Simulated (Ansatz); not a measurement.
# MgO (Fm-3m) in Ansatz: settings compared, part 2 of 2

Ansatz 0.2.0.

## (4) Band structure, BLYP

Contents of input.yaml:

```yaml
crystal:
  lattice:
    - [0.0, 2.0970013927, 2.0970013927]
    - [2.0970013927, 0.0, 2.0970013927]
    - [2.0970013927, 2.0970013927, 0.0]
  atoms:
    - { symbol: Mg, position: [0.0, 0.0, 0.0] }
    - { symbol: O, position: [0.5, 0.5, 0.5] }
hamiltonian:
  xc: blyp
  pseudopotentials: { kind: paw }
kpoints:
  mp_grid: { grid: [11, 11, 11] }
  band_path:
    path:
      - [[0.0, 0.0, 0.0], [0.5, 0.0, 0.5], [0.5, 0.25, 0.75], [0.375, 0.375, 0.75], [0.0, 0.0, 0.0], [0.5, 0.5, 0.5], [0.625, 0.25, 0.625], [0.5, 0.25, 0.75], [0.5, 0.5, 0.5], [0.375, 0.375, 0.75]]
      - [[0.625, 0.25, 0.625], [0.5, 0.0, 0.5]]
    npoints: 14
scf:
  occupations: { method: fermi_dirac, width: 0.05 }
  n_extra_bands: 6
output:
  forces: true
  stress: true
  eigenvalues: true
  fatbands: false
```

Potentials or basis: Ansatz PAW.

Started as:

```console
$ ansatz run input.yaml --threads 2 --pin off --max-ram 5632MiB --backend cpu --events-out ev --progress --plain --runs-dir out
```

Log:

```text
Warning: RAYON_NUM_THREADS=2 ignored (pool sized by the plan → 2); use --threads N
scf.n_extra_bands = 6 over 8 filled bands (N_el = 16.0): the run solves 14 bands
Engine: ansatz 0.2.0, x86_64-unknown-linux-gnu
Pseudopotentials: kind: paw
Pseudopotential: Mg, paw, valence charge 10, recommended cutoff 420 eV (normal), Mg.paw.azcp
Pseudopotential: O, paw, valence charge 6, recommended cutoff 420 eV (normal), O.paw.azcp
Functional definition: BLYP
  parameter beta = 0.0042
  parameter a = 0.04918
  parameter b = 0.132
  parameter c = 0.2533
  parameter d = 0.349
  exchange = b88_x(beta = beta)
  correlation = lyp_c(a = a, b = b, c = c, d = d)
Crystal: 2 atoms, lattice volume = 18.443 Å³
Basis set: ecut = 420 eV, 339 PW (Γ), exchange–correlation on 40×40×40 points (8 copies of the dense FFT grid, shifted against one another)
Bands: 14, of which v1, the nominal top of the filled ones, is band 8 counted from 1 (7 counted from 0)
Symmetry: 48 space group operations
Space group: Fm-3m (ITA 225), of the structure as read, at distance tolerance 2.6e-5 Å
k-points: 56 of 1331
Non-local potential: Mg, projectors of the file, l = 0: 3, l = 1: 2, l = 2: 1
Non-local potential: O, projectors of the file, l = 0: 2, l = 1: 2, l = 2: 1
PAW form: soft (Blöchl's): semilocal exchange-correlation on the pseudo side does not see the compensation charge
PAW frozen core: Mg, regenerated for the run's functional, and the local potential with it (the file was generated under x = pbe(κ = 0.804, μ = 0.2195149727645171), c = pbe(β = 0.06672455060314922))
PAW frozen core: O, regenerated for the run's functional, and the local potential with it (the file was generated under x = pbe(κ = 0.804, μ = 0.2195149727645171), c = pbe(β = 0.06672455060314922))
PAW one-centre angular grid: Mg, 110 points (default); XC on 64 Gauss nodes
PAW one-centre angular grid: O, 110 points (default); XC on 64 Gauss nodes
Initial density: superposition of atomic densities (neutral atoms: chi_scale 0, normalization atom), corrected by the library's trained network
Initial wavefunctions: pseudopotential atomic-orbital guess
Functional: x = b88, c = lyp
SCF iter   1: F=—  HF=-2499.401213 eV  |F-HF|=—  |Δ(HF+E_count)|=         —  Δρ=1.95e-2  dr2=4.97e-2  ethr=1.77e-3  ⟨swp⟩=5.7  Hψ=4380  notcnv=0  defer=24
preconditioner: auto → none  [insulator: Δε(μ)=5.302 eV  Ē_g=21.650 eV  σ=0.050 eV  W_gap=1.00  n_scr=8 (ndim 8)  ℏωp=24.5 eV  f_vac=0.000  D(μ)=0.00/eV (n_scr^D=0)  ε∞_Penn≈2.3]
SCF iter   2: F=—  HF=-2499.388212 eV  |F-HF|=—  |Δ(HF+E_count)|=   1.30e-2  Δρ=4.59e-3  dr2=3.54e-3  ethr=3.10e-4  ⟨swp⟩=2.0  Hψ=1475  notcnv=0  defer=75
SCF iter   3: F=—  HF=-2499.387385 eV  |F-HF|=—  |Δ(HF+E_count)|=   8.28e-4  Δρ=6.68e-4  dr2=6.74e-5  ethr=2.21e-5  ⟨swp⟩=2.0  Hψ=1029  notcnv=0  defer=79
SCF iter   4: F=—  HF=-2499.387360 eV  |F-HF|=—  |Δ(HF+E_count)|=   2.42e-5  Δρ=8.87e-5  dr2=6.50e-7  ethr=4.21e-7  ⟨swp⟩=2.1  Hψ=911  notcnv=0  defer=79
iter 5 did not close the SCF: its close was put off for the readings that it lacked (scf_convergence_deferred on its scf_iter line)
SCF iter   5: F=-2499.387360 eV  HF=-2499.387360 eV  |F-HF|=1.87e-8  |Δ(HF+E_count)|=   3.50e-7  Δρ=2.16e-5  dr2=5.21e-8  ethr=4.06e-9  ⟨swp⟩=2.7  Hψ=1117  notcnv=0  defer=79
SCF iter   6: F=-2499.387360 eV  HF=-2499.387360 eV  |F-HF|=6.79e-10  |Δ(HF+E_count)|=   5.94e-9  Δρ=1.67e-6  dr2=1.92e-10  ethr=3.25e-10  ⟨swp⟩=5.7  Hψ=3234  notcnv=0
SCF 1 converged in 6 iterations: F = -2499.387360 eV  dr2 = 1.92e-10
NSCF: frozen V_eff on 142 k-points
SCF converged after 6 iterations
Free energy (F): -2499.387360 eV
Harris-Foulkes:  -2499.387360 eV  (|F-HF|=6.79e-10)
Internal energy: -2499.387360 eV  (E = F + TS)
E sigma→0 (E₀):  -2499.387360 eV
Fermi energy:    11.242418 eV
--- Per-component energies (eV) ---
  E_band       = -287.228304
  E_kinetic    = 256.993025
  E_local      = -1593.194456  (includes V_loc(G=0)·N_el)
  E_nonlocal   = 140.056834
  E_hartree    = 553.063851
  E_xc         = -104.271047
  E_vxc        = -133.320533  (∫ρ·V_xc dr)
  E_paw        = -457.124493  (= ΣΔE_a)
  E_vpaw       = -63.893474  (= ΣTr[D̂ρ^β])
  E_aug_tail   = 0.002586  (compensation charges beyond the density's cutoff)
  E_ewald      = -1294.918655
  E_core_change = 0.004995  (= ΣΔE_core)
  E_smearing   = -0.000000  (= −TS)
  E_closure    = 0.000000  (closes the sum)
  Σ components = -2499.387360   (vs F -2499.387360, Δ=0.00e0)
--- Forces (eV/Å), atoms counted from 1 ---
  atom   1  Mg    -0.00000000     0.00000000     0.00000000
  atom   2  O      0.00000000    -0.00000000    -0.00000000
  max |Σ_I F_I| component: 2.05e-29 eV/Å
--- Stress (GPa, compression-positive) ---
        9.179939      -0.000000       0.000000
       -0.000000       9.179939      -0.000000
        0.000000       0.000000       9.179939
  P = ⅓ Tr σ = 9.1799 GPa (91.799 kbar)
--- Band table (eV; the first three rows and the last of 56) ---
  k-point 0: bands = ["-63.8597", "-30.7650", "-30.7650", "-30.7650", "-8.6045", "8.6064", "8.6064", "8.6064", "13.7561", "24.6434", "24.6434", "24.6434", "29.0891", "30.1668"]
  k-point 1: bands = ["-63.8589", "-30.7720", "-30.7657", "-30.7657", "-8.5129", "8.0798", "8.5500", "8.5500", "14.2649", "23.6465", "24.8460", "24.8460", "29.5774", "29.5774"]
  k-point 2: bands = ["-63.8570", "-30.7908", "-30.7676", "-30.7676", "-8.2570", "6.9349", "8.4022", "8.4022", "15.3212", "22.2510", "25.2948", "25.2948", "28.8939", "28.8939"]
  k-point 55: bands = ["-63.8476", "-30.8189", "-30.8156", "-30.7936", "-6.9937", "5.5714", "5.7713", "6.9868", "20.2409", "20.9201", "20.9755", "24.7066", "30.0306", "31.4021"]
```

It took 0.65 s on 2 threads of Intel Xeon 6975P-C (Granite Rapids), shared host; peak memory 0.32 GiB.

Results:

| Property | Result |
| --- | --- |
| Free energy | -2499.3874 eV |
| Pressure | 9.2 GPa |
| Band gap on the k mesh | 5.15 eV, direct |
| Band gap along the path | 5.15 eV, direct |

Levels at the corners of the path, in eV from the valence-band top:
| point | band 5 | band 6 | band 7 | band 8 | band 9 | band 10 | band 11 | band 12 |
| --- | --- | --- | --- | --- | --- | --- | --- | --- |
| Γ | -17.21 | 0.00 | 0.00 | 0.00 | 5.15 | 16.04 | 16.04 | 16.04 |
| X | -15.66 | -4.00 | -1.34 | -1.34 | 9.53 | 10.19 | 13.50 | 19.27 |
| W | -15.59 | -2.89 | -2.89 | -1.76 | 12.05 | 12.05 | 12.36 | 15.81 |
| K | -15.63 | -3.42 | -2.67 | -1.14 | 10.48 | 12.00 | 12.93 | 18.39 |
| Γ | -17.21 | 0.00 | 0.00 | 0.00 | 5.15 | 16.04 | 16.04 | 16.04 |
| L | -15.87 | -4.57 | -0.66 | -0.66 | 8.34 | 12.94 | 16.56 | 16.56 |
| U | -15.63 | -3.42 | -2.67 | -1.14 | 10.48 | 12.00 | 12.93 | 18.39 |
| W | -15.59 | -2.89 | -2.89 | -1.76 | 12.05 | 12.05 | 12.36 | 15.81 |
| L | -15.87 | -4.57 | -0.66 | -0.66 | 8.34 | 12.94 | 16.56 | 16.56 |
| K | -15.63 | -3.42 | -2.67 | -1.14 | 10.48 | 12.00 | 12.93 | 18.39 |
| U | -15.63 | -3.42 | -2.67 | -1.14 | 10.48 | 12.00 | 12.93 | 18.39 |
| X | -15.66 | -4.00 | -1.34 | -1.34 | 9.53 | 10.19 | 13.50 | 19.27 |

Caveat: the pressure holds a Pulay correction of +0.7 GPa for the finite cutoff; the PAW data sets come from PBE, with cores solved anew for the run's functional, which leaves a small shift of forces and pressure.

## (5) Band structure, r2SCAN

Edit input.yaml of step 4 so:

```diff
@@ -9,3 +9,3 @@
 hamiltonian:
-  xc: blyp
+  xc: r2scan
   pseudopotentials: { kind: paw }
@@ -25,2 +25,2 @@
   eigenvalues: true
-  fatbands: false
+  fatbands: true
```

Started as:

```console
$ ansatz run input.yaml --threads 2 --pin off --max-ram 5632MiB --backend cpu --events-out ev --progress --plain --runs-dir out
```

Wall time 1.3 s (2 threads of Intel Xeon 6975P-C (Granite Rapids), shared host); peak memory 0.39 GiB.

The run converged. Its results:

```yaml
Free_energy: -2498.3345 eV
Pressure: 1.3 GPa
Band_gap_on_the_k_mesh: 5.76 eV, direct
Band_gap_along_the_path: 5.76 eV, direct
```

Levels at the corners of the path, in eV from the valence-band top:
```csv
point,band 4,band 5,band 6,band 7,band 8,band 9,band 10,band 11,band 12,band 13
Γ,-39.95,-18.27,0.00,0.00,0.00,5.76,16.90,16.90,16.90,21.07
X,-39.98,-16.74,-4.12,-1.38,-1.38,10.06,11.27,14.44,20.61,20.61
W,-39.99,-16.67,-2.99,-2.99,-1.80,12.80,12.80,13.57,16.87,23.50
K,-39.98,-16.71,-3.53,-2.73,-1.18,11.14,13.13,13.79,19.66,19.71
Γ,-39.95,-18.27,0.00,0.00,0.00,5.76,16.90,16.90,16.90,21.07
L,-39.96,-16.95,-4.66,-0.69,-0.69,8.91,13.97,17.62,17.62,22.55
U,-39.98,-16.71,-3.53,-2.73,-1.18,11.14,13.13,13.79,19.66,19.71
W,-39.99,-16.67,-2.99,-2.99,-1.80,12.80,12.80,13.57,16.87,23.50
L,-39.96,-16.95,-4.66,-0.69,-0.69,8.91,13.97,17.62,17.62,22.55
K,-39.98,-16.71,-3.53,-2.73,-1.18,11.14,13.13,13.79,19.66,19.71
U,-39.98,-16.71,-3.53,-2.73,-1.18,11.14,13.13,13.79,19.66,19.71
X,-39.98,-16.74,-4.12,-1.38,-1.38,10.06,11.27,14.44,20.61,20.61
```

Caveat: the PAW data sets come from PBE, with cores solved anew for the run's functional, which leaves a small shift of forces and pressure.

## (6) The runs side by side

| level | cutoff (eV) | gap on the mesh (eV) | pressure (GPa) |
| --- | --- | --- | --- |
| RPBE | 420 | 4.98 | 12.0 |
| revPBE | 420 | 4.96 | 10.8 |
| BLYP | 420 | 5.15 | 9.2 |
| r2SCAN | 500 | 5.76 | 1.3 |

Alike in all rows: task band structure; potentials or basis Ansatz PAW; no spin polarisation; cell as given; k mesh 11 × 11 × 11; smearing fermi-dirac 0.05 eV.

On the cell as given the gap runs from 4.96 eV (revPBE) to 5.76 eV (r2SCAN). The pressure there spans 1.3 GPa (r2SCAN) to 12.0 GPa (RPBE); a positive pressure means that this level wants a larger cell, a negative one a smaller.

Caveats: the PAW data sets come from PBE, with cores solved anew for the run's functional, which leaves a small shift of forces and pressure.

Absolute energies hang on the potentials; compare differences alone.

## (7) How close it comes

Step 2. Against the measured gap of MgO, 7.83 eV (quoted in “Electronic structure of alkaline earth and post-transition metal oxides”, 2009, arxiv:0908.1581), the calculated 4.98 eV is off by -2.85 eV. The value is that of RPBE, without temperature or zero-point motion. Semilocal functionals fall short of measured gaps as a rule. The cell is a database's relaxed one, not the measured one, which moves gaps too.

Step 3. Measured gap of MgO: 7.83 eV (quoted in “Electronic structure of alkaline earth and post-transition metal oxides”, 2009, arxiv:0908.1581). This calculation gives 4.96 eV (-2.87 eV). The value is that of revPBE, without temperature or zero-point motion. Semilocal functionals fall short of measured gaps as a rule. The cell is a database's relaxed one, not the measured one, which moves gaps too.

Step 4. Measured gap of MgO: 7.83 eV (quoted in “Electronic structure of alkaline earth and post-transition metal oxides”, 2009, arxiv:0908.1581). This calculation gives 5.15 eV (-2.68 eV). The value is that of BLYP, without temperature or zero-point motion. Semilocal functionals fall short of measured gaps as a rule. The cell is a database's relaxed one, not the measured one, which moves gaps too.

Step 5. Against the measured gap of MgO, 7.83 eV (quoted in “Electronic structure of alkaline earth and post-transition metal oxides”, 2009, arxiv:0908.1581), the calculated 5.76 eV is off by -2.07 eV. The value is that of r2SCAN, without temperature or zero-point motion. The cell is a database's relaxed one, not the measured one, which moves gaps too.
